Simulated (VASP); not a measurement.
The system is MoSe2.

```
CELL_PARAMETERS angstrom
3.28800 0.00000 0.00000
-1.64400 2.84749 0.00000
0.00000 0.00000 12.90000
ATOMIC_POSITIONS crystal
Mo 0.33333 0.66667 0.25000
Mo 0.66667 0.33333 0.75000
Se 0.33333 0.66667 0.62500
Se 0.66667 0.33333 0.12500
Se 0.33333 0.66667 0.87500
Se 0.66667 0.33333 0.37500
```

* Program: VASP 6.6.1
* Task: relaxation of cell and atoms
* Functional: PBE
* Dispersion: D3(BJ)
* Potentials or basis: VASP PAW PBE potentials, release 64 (Mo_sv, Se)
* Cutoff: 600 eV
* k mesh: 9 × 9 × 2
* Occupations: gaussian, width 0.03 eV
* Spin: no spin polarisation

At the start: pressure 4.5 GPa; volume 20.13 Å³/atom.

Q: Where does the relaxation end?

A: Over 14 steps the energy falls by 24.1 meV/atom and the volume is 19.74 Å³/atom (-1.9 %); space group P6_3/mmc (No. 194, to 0.05 Å).

Step by step:
| step | energy change (eV) | largest force (eV/Å) | pressure (GPa) | volume (Å³) |
| --- | --- | --- | --- | --- |
| 1 | 0.0000 | 1.1441 | 4.52 | 120.78 |
| 2 | 0.2308 | 1.2853 | -9.26 | 130.92 |
| 3 | -0.1073 | 0.1481 | -1.23 | 124.27 |
| 4 | -0.1075 | 0.1809 | -1.04 | 124.14 |
| 5 | -0.1225 | 0.1168 | -0.28 | 122.48 |
| 6 | -0.1232 | 0.0997 | -0.06 | 122.02 |
| 7 | -0.1275 | 0.0908 | -0.06 | 121.61 |
| 8 | -0.1379 | 0.0632 | -0.04 | 120.35 |
| 9 | -0.1435 | 0.0013 | 0.20 | 117.83 |
| 10 | -0.1443 | 0.0241 | 0.12 | 118.56 |
| 11 | -0.1444 | 0.0212 | 0.12 | 118.46 |
| 12 | -0.1443 | 0.0191 | 0.13 | 118.39 |
| 13 | -0.1425 | 0.1161 | -0.76 | 118.94 |
| 14 | -0.1444 | 0.0004 | 0.01 | 118.46 |

Final structure:
```
Mo Se
1.0
     3.27866    0.00000    0.00000
    -1.63933    2.83941    0.00000
     0.00000    0.00000   12.72501
Mo Se
2 4
Direct
  0.33333 0.66667 0.25000
  0.66667 0.33333 0.75000
  0.33333 0.66667 0.61833
  0.66667 0.33333 0.11833
  0.33333 0.66667 0.88167
  0.66667 0.33333 0.38167
```
